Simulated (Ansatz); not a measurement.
# How settings move the results for Tl

```xyz
1
Lattice="0.0000 2.1650 2.1650 2.1650 0.0000 2.1650 2.1650 2.1650 0.0000" Properties=species:S:1:pos:R:3 pbc="T T T"
Tl    0.0000    0.0000    0.0000
```

The cell comes from COD entry 2300517, which wasn't checked; take it as a given geometry.

No spin–orbit coupling, which matters for the heavy atoms here.

These are results of DFT, PBE, PAW with Ansatz's default frozen-core files, scalar-relativistic (Ansatz 0.2.0), not measurements.

Numerical set-up: a Γ-centred 14×14×14 k mesh, Fermi–Dirac smearing of 0.05 eV, cutoff 420 eV, no spin polarisation. One setting is then changed at a time.

```
         k mesh  free energy less the base's (meV/atom)  P (GPa)
14×14×14 (base)                                     0.0    37.54
          4×4×4                                    77.1    39.60
          7×7×7                                    32.3    37.04
       10×10×10                                   -21.1    37.21
       20×20×20                                    -4.9    37.41
```
